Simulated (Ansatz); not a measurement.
Crystal: W.

```
W
1.0
     5.08300    0.00000    0.00000
     0.00000    5.08300    0.00000
     0.00000    0.00000    5.08300
W
8
Cartesian
  2.5415 1.2708 0.0000
  2.5415 3.8123 0.0000
  3.8123 0.0000 2.5415
  1.2708 0.0000 2.5415
  0.0000 2.5415 3.8123
  0.0000 2.5415 1.2708
  2.5415 2.5415 2.5415
  0.0000 0.0000 0.0000
```

This isn't the form of W at room conditions, which is bcc.

Below is the output of Ansatz 0.2.0 for this cell. Logs are shortened: lines on timing, memory, paths and dates and some standing lists are left out, and cuts for length are marked.

```text
Warning: RAYON_NUM_THREADS=4 ignored (pool sized by the plan → 4); use --threads N
Engine: ansatz 0.2.0, aarch64-unknown-linux-gnu
Pseudopotentials: kind: paw
Pseudopotential: W, paw, valence charge 14, recommended cutoff 420 eV (normal), W.paw.azcp
Functional definition: PBEsol
  exchange = pbesol_x
  correlation = pbesol_c
Crystal: 8 atoms, lattice volume = 131.329 Å³
Basis set: ecut = 420 eV, 2553 PW (Γ), exchange–correlation on 72×72×72 points (8 copies of the dense FFT grid, shifted against one another)
Bands: 68, of which v1, the nominal top of the filled ones, is band 56 counted from 1 (55 counted from 0)
Symmetry: 48 space group operations
Space group: Pm-3n (ITA 223), of the structure as read, at distance tolerance 5.1e-5 Å
k-points: 10 of 125
[... 106 lines left out ...]
  k-point 1: bands = ["-51.7775", "-51.7373", "-51.7234", "-51.5996", "-51.5833", "-51.5833", "-51.3760", "-51.3649", "-16.9407", "-16.8817", "-16.6951", "-16.4453", "-16.4453", "-16.3725", "-16.1525", "-16.1525", "-16.0461", "-15.8609", "-15.8395", "-15.8395", "-15.7879", "-15.7879", "-15.7729", "-15.5237", "-15.4689", "-15.4241", "-15.4241", "-15.4110", "-15.4110", "-15.2130", "-15.0292", "-15.0292", "13.1167", "16.0529", "16.5881", "16.6189", "17.6424", "17.6424", "18.1901", "18.3773", "18.3876", "18.3876", "18.6500", "18.7593", "19.1541", "19.3294", "19.3560", "19.3560", "20.2627", "20.2627", "20.5010", "20.5501", "20.7155", "20.8257", "21.5624", "21.5624", "21.9882", "22.5266", "23.5123", "23.5123", "23.7106", "24.0249", "24.2511", "24.2511", "24.7527", "24.8749", "25.5263", "26.2507"]
  k-point 2: bands = ["-51.7604", "-51.7460", "-51.6894", "-51.6412", "-51.5833", "-51.5833", "-51.3734", "-51.3692", "-16.9401", "-16.9082", "-16.4273", "-16.4273", "-16.2940", "-16.2000", "-16.2000", "-16.1540", "-15.9821", "-15.8675", "-15.8675", "-15.8338", "-15.8002", "-15.7698", "-15.7698", "-15.7634", "-15.5945", "-15.5695", "-15.4052", "-15.4052", "-15.3824", "-15.3824", "-15.0345", "-15.0345", "14.1259", "15.3822", "16.2479", "16.6295", "17.5604", "17.5604", "18.1557", "18.1557", "18.1930", "18.4006", "18.7543", "18.9275", "19.1301", "19.6000", "19.6000", "19.7923", "20.4528", "20.5558", "20.7754", "20.8348", "20.8348", "21.2330", "21.2646", "21.2646", "22.1049", "22.8237", "22.8237", "22.8428", "23.5595", "23.9888", "24.2853", "24.3006", "24.8810", "24.9337", "24.9337", "25.6339"]
  k-point 9: bands = ["-51.6974", "-51.6887", "-51.6887", "-51.6416", "-51.6416", "-51.6383", "-51.3763", "-51.3759", "-16.4329", "-16.4329", "-16.4198", "-16.1902", "-16.1902", "-16.1872", "-16.1672", "-16.0509", "-15.9371", "-15.9340", "-15.9340", "-15.8261", "-15.8261", "-15.8107", "-15.8107", "-15.7302", "-15.7302", "-15.7042", "-15.5021", "-15.5004", "-15.5004", "-15.4764", "-15.4532", "-15.4532", "16.2510", "16.6802", "16.6802", "17.0767", "17.1751", "17.1751", "17.4007", "17.5558", "18.7630", "18.7630", "18.8990", "18.8990", "19.4835", "19.4835", "19.7541", "19.7576", "19.7576", "19.7814", "20.0488", "20.3231", "20.3231", "21.2068", "21.5776", "21.5776", "22.7979", "22.7979", "23.5692", "24.0663", "24.2567", "24.4908", "24.4908", "24.5863", "24.7465", "24.7465", "24.8930", "24.8930"]
--- Relaxed structure (4 steps of the walk, 3 accepted, 1 SCFs on fresh bases) ---
  F+E_penalty+E_count = -82051.79213251 eV   max|allowed force component| = 5.089e-17 eV/Å   (the final SCF, on the basis selected at the relaxed cell)
  cell:  # Å, volume = 127.3497 Å³
    - [5.031135153297198, -6.098778157226247e-34, -2.5679065925163143e-34]
    - [-6.098778157226247e-34, 5.031135153297198, -6.419766481290786e-35]
    - [1.2839532962581572e-34, -6.419766481290786e-35, 5.031135153297198]
  atoms:
    - { symbol: W, position: [0.5, 0.25, -1.2827218832502301e-36] }
    - { symbol: W, position: [0.5, 0.7499999999999999, -2.8614565087889922e-36] }
    - { symbol: W, position: [0.7499999999999999, -6.906963986732053e-36, 0.5] }
    - { symbol: W, position: [0.25, -1.795810636550333e-35, 0.5] }
    - { symbol: W, position: [2.041254535364553e-36, 0.5, 0.7499999999999999] }
    - { symbol: W, position: [-4.2736839667904604e-36, 0.5, 0.25] }
    - { symbol: W, position: [0.5, 0.5, 0.5] }
    - { symbol: W, position: [2.7319509340377635e-36, 4.144178392039227e-36, -1.2827218832502368e-36] }
```

**Question.** Write the input and the command behind it.

**Answer.** Relaxation of cell and atoms with PBEsol, no spin polarisation. The files as run (others can give the same):

input.yaml
```yaml
crystal:
  lattice:
    - [5.083, 0.0, 0.0]
    - [0.0, 5.083, 0.0]
    - [0.0, 0.0, 5.083]
  atoms:
    - { symbol: W, position: [0.5, 0.25, 0.0] }
    - { symbol: W, position: [0.5, 0.75, 0.0] }
    - { symbol: W, position: [0.75, 0.0, 0.5] }
    - { symbol: W, position: [0.25, 0.0, 0.5] }
    - { symbol: W, position: [0.0, 0.5, 0.75] }
    - { symbol: W, position: [0.0, 0.5, 0.25] }
    - { symbol: W, position: [0.5, 0.5, 0.5] }
    - { symbol: W, position: [0.0, 0.0, 0.0] }
hamiltonian:
  xc: pbesol
  pseudopotentials: { kind: paw }
kpoints:
  mp_grid: { grid: [5, 5, 5] }
scf:
  occupations: { method: fermi_dirac, width: 0.05 }
output:
  forces: true
  stress: true
  eigenvalues: true
relax:
  f_tol: 0.01
  max_steps: 40
  cell: { stress_tol: 0.05 }
```

Potentials or basis: Ansatz PAW.
Command:
```sh
$ ansatz run input.yaml --threads 4 --pin off --max-ram 11264MiB --backend cpu --events-out ev --progress --plain --runs-dir out
```

Caveat: the plane-wave basis is chosen anew once the cell has moved, so the energies of steps on either side of that aren't comparable; the PAW data sets come from PBE, with cores solved anew for the run's functional, which leaves a small shift of forces and pressure.
